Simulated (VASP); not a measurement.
# SnTe (Fm-3m) in VASP: further runs

The runs below take SnTe through single point, with LDA, PBEsol, PBE.

All numbers are computed with VASP 6.6.1; they aren't measurements. Logs are shortened: lines on timing, memory, paths and dates and some standing lists are left out, and cuts for length are marked.

**Experimental background.**

From a printed reference work, textbook, for a bulk crystal of SnTe at 300 K: band gap 0.18 eV (direct).

The runs below are set against these values where they give the same quantity.

### 1 The cell of the first run

It takes space group Fm-3m (No. 225, cubic). Conventional cell: a = 6.234 Å, b = 6.234 Å, c = 6.234 Å, α = 90.00°, β = 90.00°, γ = 90.00°. Within 4.1 Å of Sn (site symmetry m-3m) lie 6 Te at 3.12 Å. Within 4.1 Å of Te (site symmetry m-3m) lie 6 Sn at 3.12 Å.

### 2 Single point, LDA

The input, INCAR:

```
SYSTEM = SnTe
ALGO = Normal ; EDIFF = 1E-6
ENCUT = 520 ; GGA = CA
ISIF = 2 ; ISMEAR = -1
LASPH = .True. ; LCHARG = .False.
LREAL = .False. ; LWAVE = .False.
NBANDS = 17 ; NELM = 60
PREC = Accurate ; SIGMA = 0.02
```

The input, KPOINTS:

```
k-points
0
Gamma
  6 6 6
  0 0 0
```

The input, POSCAR:

```
SnTe
1.0
    0.0000000000      3.1172195496      3.1172195496
    3.1172195496      0.0000000000      3.1172195496
    3.1172195496      3.1172195496      0.0000000000
Sn Te
1 1
Direct
    0.0000000000      0.0000000000      0.0000000000
    0.5000000000      0.5000000000      0.5000000000
```

Potentials or basis: VASP PAW LDA potentials, release 64 (Sn_d, Te).

On the command line:

```bash
$ cat potpaw_LDA.64/Sn_d/POTCAR potpaw_LDA.64/Te/POTCAR > POTCAR
$ mpirun -np 1 vasp_std > vasp.out
```

OUTCAR:

```text
SYSTEM = SnTe
   EDIFF = 1E-6
   ENCUT = 520
   GGA = CA
   ISIF = 2
   ISMEAR = -1
   LASPH = .True.
   LREAL = .False.
   NELM = 60
   PREC = Accurate

 ion  position               nearest neighbor table
   1  0.000  0.000  0.000-   2 3.12   2 3.12   2 3.12   2 3.12   2 3.12   2 3.12
   2  0.500  0.500  0.500-   1 3.12   1 3.12   1 3.12   1 3.12   1 3.12   1 3.12

  LATTYP: Found a face centered cubic cell.
 ALAT       =     6.2344390992

  Lattice vectors:

 A1 = (   0.0000000000,   3.1172195496,   3.1172195496)
 A2 = (   3.1172195496,   0.0000000000,   3.1172195496)
 A3 = (   3.1172195496,   3.1172195496,   0.0000000000)

Analysis of symmetry for initial positions (statically):
=====================================================================
 Subroutine PRICEL returns:
 Original cell was already a primitive cell.

 Routine SETGRP: Setting up the symmetry group for a
 face centered cubic supercell.

 Subroutine GETGRP returns: Found 48 space group operations
 (whereof 48 operations were pure point group operations)
 out of a pool of 48 trial point group operations.

The static configuration has the point symmetry O_h .

Analysis of symmetry for dynamics (positions and initial velocities):
=====================================================================
 Subroutine PRICEL returns:
 Original cell was already a primitive cell.

 Routine SETGRP: Setting up the symmetry group for a
 face centered cubic supercell.

 Subroutine GETGRP returns: Found 48 space group operations
 (whereof 48 operations were pure point group operations)
 out of a pool of 48 trial point group operations.

The dynamic configuration has the point symmetry O_h .

 Subroutine INISYM returns: Found 48 space group operations
 (whereof 48 operations are pure point group operations),
 and found     1 'primitive' translations

----------------------------------------------------------------------------------------

                                     Primitive cell

  volume of cell :      60.5804

  direct lattice vectors                    reciprocal lattice vectors
     0.000000000  3.117219550  3.117219550    -0.160399353  0.160399353  0.160399353
     3.117219550  0.000000000  3.117219550     0.160399353 -0.160399353  0.160399353
     3.117219550  3.117219550  0.000000000     0.160399353  0.160399353 -0.160399353

  length of vectors
     4.408414164  4.408414164  4.408414164     0.277819830  0.277819830  0.277819830

  position of ions in fractional coordinates (direct lattice)
     0.000000000  0.000000000  0.000000000
     0.500000000  0.500000000  0.500000000

  ion indices of the primitive-cell ions
   primitive index   ion index
                 1           1
                 2           2

----------------------------------------------------------------------------------------

 KPOINTS: k-points

Automatic generation of k-mesh.
 Grid dimensions read from file:
 generate k-points for:    6    6    6

 Generating k-lattice:

  Cartesian coordinates                     Fractional coordinates (reciprocal lattice)
    -0.026733226  0.026733226  0.026733226     0.166666667  0.000000000  0.000000000
     0.026733226 -0.026733226  0.026733226     0.000000000  0.166666667  0.000000000
     0.026733226  0.026733226 -0.026733226     0.000000000  0.000000000  0.166666667

  Length of vectors
     0.046303305  0.046303305  0.046303305

  Shift w.r.t. Gamma in fractional coordinates (k-lattice)
     0.000000000  0.000000000  0.000000000

 Subroutine IBZKPT returns following result:
 ===========================================

 Found     16 irreducible k-points:

 Following reciprocal coordinates:
            Coordinates               Weight
  0.000000  0.000000  0.000000      1.000000
  0.166667  0.000000  0.000000      8.000000
  0.333333  0.000000  0.000000      8.000000
  0.500000  0.000000  0.000000      4.000000
  0.166667  0.166667  0.000000      6.000000
  0.333333  0.166667  0.000000     24.000000
[... 8 lines left out ...]
 -0.333333  0.333333  0.166667     24.000000
 -0.333333  0.500000  0.166667     12.000000
   k-points           NKPTS =     16   k-points in BZ     NKDIM =     16   number of bands    NBANDS=     17
   number of dos      NEDOS =    301   number of ions     NIONS =      2
   total plane-waves  NPLWV =  46656
   dimension x,y,z NGX =    36 NGY =   36 NGZ =   36
   dimension x,y,z NGXF=    72 NGYF=   72 NGZF=   72
   ions per type =               1   1
   NGX,Y,Z   is equivalent  to a cutoff of  13.58, 13.58, 13.58 a.u.
   NGXF,Y,Z  is equivalent  to a cutoff of  27.15, 27.15, 27.15 a.u.
 SYSTEM =  SnTe
   PREC   = accura    normal or accurate (medium, high low for compatibility)
   ISTART =      0    job   : 0-new  1-cont  2-samecut
   ICHARG =      2    charge: 1-file 2-atom 10-const
   ISPIN  =      1    spin polarized calculation?
   LNONCOLLINEAR =      F non collinear calculations
   LSORBIT =      F    spin-orbit coupling
   LASPH  =      T    aspherical Exc in radial PAW
   ENCUT  =  520.0 eV  38.22 Ry    6.18 a.u.   8.20  8.20  8.20*2*pi/ulx,y,z
   NELM   =     60;   NELMIN=  2; NELMDL= -5     # of ELM steps
   EDIFF  = 0.1E-05   stopping-criterion for ELM
   LREAL  =      F    real-space projection
[... 7 lines left out ...]
   TEBEG  =    0.0;   TEEND  =   0.0 temperature during run
   PSTRESS=    0.0 pullay stress
   NELECT =      20.0000    total number of electrons
   NUPDOWN=      -1.0000    fix difference up-down
   EMIN   =  10.00;   EMAX   =-10.00  energy-range for DOS
   EFERMI =   0.00;   METHOD = LEGACY
   ISMEAR =    -1;   SIGMA  =   0.02  broadening in eV -4-tet -1-fermi 0-gaus
   EFERMI_NEDOS =   21; number of points for ismear=-14 and -15
   IALGO  =     38    algorithm
   IMIX   =      4    mixing-type and parameters
     AMIX     =   0.40;   BMIX     =  1.00
     AMIX_MAG =   1.60;   BMIX_MAG =  1.00
  volume/ion in A,a.u.               =      30.29       204.41
  Fermi-wavevector in a.u.,A,eV,Ry     =   1.131464  2.138157 17.418328  1.280211
  Thomas-Fermi vector in A             =   2.268163
   LORBIT       =      0    0 simple, 1 ext, 2 COOP (PROOUT), +10 PAW based schemes
   GGA     = CA    functional components
   LHFCALC =     F    Hartree Fock is set to
   AEXX    =    0.0000 exact exchange contribution
   IVDW    =     0    specifies the selected vdW correction
   LEPSILON=     F    determine dielectric tensor
   LRPA    =     F    only Hartree local field effects (RPA)
 non-spin polarized calculation
  energy-cutoff  :      520.00
  volume of cell :       60.58
 maximum number of plane-waves:      1660
 NGX is ok and might be reduce to    36
   NGX = 17   NGY = 17   NGZ = 17

 number of electron      19.9999997 magnetization

 Free energy of the ion-electron system (eV)
  ---------------------------------------------------
  ext. energy  EPLUGINS =         0.00000000
  ---------------------------------------------------
  free energy    TOTEN  =        -8.83414769 eV

  energy without entropy =       -8.83410103  energy(sigma->0) =       -8.83412436

 E-fermi :   7.1808     XC(G=0):  -9.8835

 val. band max:        7.0749593288   @ k =   0.5000   0.0000   0.0000
 cond. band min:       7.2867465023   @ k =   0.5000   0.0000   0.0000
 fundamental gap:      0.2117871735
 Fermi energy:         7.1808372297

 k-point     1 :       0.0000    0.0000    0.0000
  band No.  band energies     occupation
      1     -14.6791      2.00000
      2     -14.6791      2.00000
      3     -14.6675      2.00000
      4     -14.6675      2.00000
      5     -14.6675      2.00000
      6      -5.9148      2.00000
[... 9 lines left out ...]
     16      11.8677      0.00000
     17      13.8264      0.00000

 k-point     2 :       0.1667    0.0000    0.0000
  band No.  band energies     occupation
      1     -14.6804      2.00000
      2     -14.6804      2.00000
      3     -14.6671      2.00000
      4     -14.6658      2.00000
      5     -14.6658      2.00000
      6      -5.6718      2.00000
[... 9 lines left out ...]
     16      12.4376      0.00000
     17      15.6508      0.00000

 k-point     3 :       0.3333    0.0000    0.0000
  band No.  band energies     occupation
      1     -14.6835      2.00000
      2     -14.6835      2.00000
      3     -14.6662      2.00000
      4     -14.6618      2.00000
      5     -14.6617      2.00000
      6      -5.0332      2.00000
[... 9 lines left out ...]
     16      13.9861      0.00000
     17      17.9600      0.00000

 k-point     4 :       0.5000    0.0000    0.0000
  band No.  band energies     occupation
      1     -14.6852      2.00000
      2     -14.6852      2.00000
      3     -14.6658      2.00000
      4     -14.6596      2.00000
      5     -14.6596      2.00000
      6      -4.5479      2.00000
[... 9 lines left out ...]
     16      16.0185      0.00000
     17      16.0185      0.00000

 k-point     5 :       0.1667    0.1667    0.0000
  band No.  band energies     occupation
      1     -14.6838      2.00000
      2     -14.6777      2.00000
      3     -14.6687      2.00000
      4     -14.6645      2.00000
      5     -14.6645      2.00000
      6      -5.5919      2.00000
[... 9 lines left out ...]
     16      13.3320      0.00000
     17      14.3914      0.00000

 k-point     6 :       0.3333    0.1667    0.0000
  band No.  band energies     occupation
      1     -14.6878      2.00000
      2     -14.6787      2.00000
      3     -14.6682      2.00000
      4     -14.6617      2.00000
      5     -14.6608      2.00000
      6      -5.0849      2.00000
[... 9 lines left out ...]
     16      14.8517      0.00000
     17      16.3033      0.00000
[... 121 lines left out ...]
 k-point    13 :       0.5000    0.5000    0.0000
  band No.  band energies     occupation
      1     -14.7006      2.00000
      2     -14.6735      2.00000
      3     -14.6722      2.00000
      4     -14.6548      2.00000
      5     -14.6548      2.00000
      6      -4.2182      2.00000
[... 9 lines left out ...]
     16      17.7637      0.00000
     17      18.3036      0.00000

 k-point    14 :       0.5000    0.3333    0.1667
  band No.  band energies     occupation
      1     -14.6911      2.00000
      2     -14.6793      2.00000
      3     -14.6672      2.00000
      4     -14.6601      2.00000
      5     -14.6582      2.00000
      6      -4.5748      2.00000
[... 9 lines left out ...]
     16      15.5331      0.00000
     17      16.2699      0.00000

 k-point    15 :      -0.3333    0.3333    0.1667
  band No.  band energies     occupation
      1     -14.6916      2.00000
      2     -14.6807      2.00000
      3     -14.6638      2.00000
      4     -14.6627      2.00000
      5     -14.6565      2.00000
      6      -4.2389      2.00000
[... 9 lines left out ...]
     16      17.0504      0.00000
     17      17.1756      0.00000

 k-point    16 :      -0.3333    0.5000    0.1667
  band No.  band energies     occupation
      1     -14.6959      2.00000
      2     -14.6775      2.00000
      3     -14.6680      2.00000
      4     -14.6592      2.00000
      5     -14.6547      2.00000
      6      -4.1462      2.00000
[... 9 lines left out ...]
     16      17.3804      0.00000
     17      18.4207      0.00000

------------------------ aborting loop because EDIFF is reached ----------------------------------------

  FORCE on cell =-STRESS in cart. coord.  units (eV):
  Direction    XX          YY          ZZ          XY          YZ          ZX
  --------------------------------------------------------------------------------------
  -------------------------------------------------------------------------------------
  Total        0.0165063      0.0165063      0.0165063     -0.0000000     -0.0000000     -0.0000000
  in kB        0.4365449      0.4365449      0.4365449     -0.0000000     -0.0000000     -0.0000000
  external PRESSURE =       0.4365449 kB  Pullay stress =       0.0000000 kB

 VOLUME and BASIS-vectors are now :
 -----------------------------------------------------------------------------
  energy-cutoff  :      520.00
  volume of cell :       60.58
      direct lattice vectors                 reciprocal lattice vectors
     0.000000000  3.117219550  3.117219550    -0.160399353  0.160399353  0.160399353
     3.117219550  0.000000000  3.117219550     0.160399353 -0.160399353  0.160399353
     3.117219550  3.117219550  0.000000000     0.160399353  0.160399353 -0.160399353

 POSITION                                       TOTAL-FORCE (eV/Angst)
 -----------------------------------------------------------------------------------
      0.00000      0.00000      0.00000         0.000000     -0.000000      0.000000
      3.11722      3.11722      3.11722        -0.000000      0.000000     -0.000000
 -----------------------------------------------------------------------------------
    total drift:                               -0.000000      0.000000      0.000000

  FREE ENERGIE OF THE ION-ELECTRON SYSTEM (eV)
  ---------------------------------------------------
  free  energy   TOTEN  =        -8.8341476946 eV

  energy  without entropy=       -8.8341010344  energy(sigma->0) =       -8.83412436
```

It took 30 s on 1 thread of Intel Xeon 8259CL, shared host; peak memory 0.17 GiB.

Results:

```
Free energy            : -8.8341 eV
Pressure               : 0.0 GPa
Band gap on the k mesh : 0.21 eV
```

Levels at points of the mesh, in eV from the valence-band top:
```csv
k point,band 8,band 9,band 10,band 11,band 12,band 13
"(0.00, 0.00, 0.00)",-2.14,-2.14,-2.14,3.42,3.42,3.42
"(0.50, 0.00, 0.00)",-1.78,-1.78,0.00,0.21,0.35,0.35
"(0.50, 0.50, 0.00)",-5.73,-3.81,-3.81,2.12,5.08,5.08
```

Caveat: semilocal functionals underestimate gaps, and a narrow one can read as zero; spin-orbit coupling is left out, which moves the levels of the heavy elements.

### 3 Single point, PBEsol

This run uses another cell than the first one, of 31.04 Å³/atom.

The input, INCAR:

```
SYSTEM = SnTe
  PREC = Accurate
  ENCUT = 520
  EDIFF = 1E-6
  ISMEAR = -1
  SIGMA = 0.02
  LREAL = .False.
  LASPH = .True.
  NELM = 60
  ALGO = Normal
  ISIF = 2
  LWAVE = .False.
  LCHARG = .False.
  GGA = PS
  NBANDS = 17
```

The input, KPOINTS:

```
regular mesh
0
Gamma
  6 6 6
  0 0 0
```

The input, POSCAR:

```
SnTe
1.0
    0.0000000000      3.1428375451      3.1428375451
    3.1428375451      0.0000000000      3.1428375451
    3.1428375451      3.1428375451      0.0000000000
Sn Te
1 1
Direct
    0.0000000000      0.0000000000      0.0000000000
    0.5000000000      0.5000000000      0.5000000000
```

Potentials or basis: VASP PAW PBE potentials, release 64 (Sn_d, Te).

On the command line:

```bash
$ cat potpaw_PBE.64/Sn_d/POTCAR potpaw_PBE.64/Te/POTCAR > POTCAR
$ mpirun -np 1 vasp_std > vasp.out
```

Wall time 34 s (1 thread of Intel Xeon 8259CL, shared host); peak memory 0.2 GiB.

It converged, with:

```
Free energy            : -8.3410 eV
Pressure               : 0.0 GPa
Band gap on the k mesh : 0.16 eV
```

Levels at points of the mesh, in eV from the valence-band top:
```csv
k point,band 8,band 9,band 10,band 11,band 12,band 13
"(0.00, 0.00, 0.00)",-2.10,-2.10,-2.10,3.40,3.40,3.40
"(0.50, 0.00, 0.00)",-1.76,-1.76,0.00,0.16,0.39,0.39
"(0.50, 0.50, 0.00)",-5.60,-3.73,-3.73,2.12,5.01,5.01
```

Caveat: semilocal functionals underestimate gaps, and a narrow one can read as zero; the PAW data sets were made with another functional, which shifts forces and pressure a little; spin-orbit coupling is left out, which moves the levels of the heavy elements.

### 4 Single point, PBE

This run uses another cell than the first one, of 32.99 Å³/atom.

The input, INCAR:

```
SYSTEM = SnTe
PREC = Accurate
ENCUT = 520
EDIFF = 1E-6
ISMEAR = -1
SIGMA = 0.02
LREAL = .False.
LASPH = .True.
NELM = 100
ALGO = Normal
ISIF = 2
LWAVE = .False.
LCHARG = .True.
GGA = PE
LELF = .True.
LVHAR = .True.
NBANDS = 17
```

KPOINTS is that of step 3.

The input, POSCAR:

```
SnTe
1.0
    0.0000000000      3.2071857558      3.2071857558
    3.2071857558      0.0000000000      3.2071857558
    3.2071857558      3.2071857558      0.0000000000
Sn Te
1 1
Direct
    0.0000000000      0.0000000000      0.0000000000
    0.5000000000      0.5000000000      0.5000000000
```

On the command line:

```bash
$ cat potpaw_PBE.64/Sn_d/POTCAR potpaw_PBE.64/Te/POTCAR > POTCAR
$ mpirun -np 1 vasp_std > vasp.out
```

Run time: 39 s. Hardware: 1 thread of Intel Xeon 8259CL, shared host; peak memory 0.21 GiB.

It converged, with:

- Free energy: -7.5648 eV
- Pressure: -0.1 GPa
- Band gap on the k mesh: 0.06 eV

Levels at points of the mesh, in eV from the valence-band top:
```tsv
k point	band 6	band 7	band 8	band 9	band 10	band 11	band 12	band 13	band 14	band 15
(0.00, 0.00, 0.00)	-12.41	-4.87	-1.99	-1.99	-1.99	3.25	3.25	3.25	4.86	4.86
(0.50, 0.00, 0.00)	-11.26	-8.05	-1.67	-1.67	0.00	0.06	0.46	0.46	7.67	8.59
(0.50, 0.50, 0.00)	-11.00	-6.42	-5.19	-3.48	-3.48	2.39	4.68	4.68	6.01	8.87
```

Caveat: semilocal functionals underestimate gaps, and a narrow one can read as zero; spin-orbit coupling is left out, which moves the levels of the heavy elements.

(Part 1 of 2 ends here.)
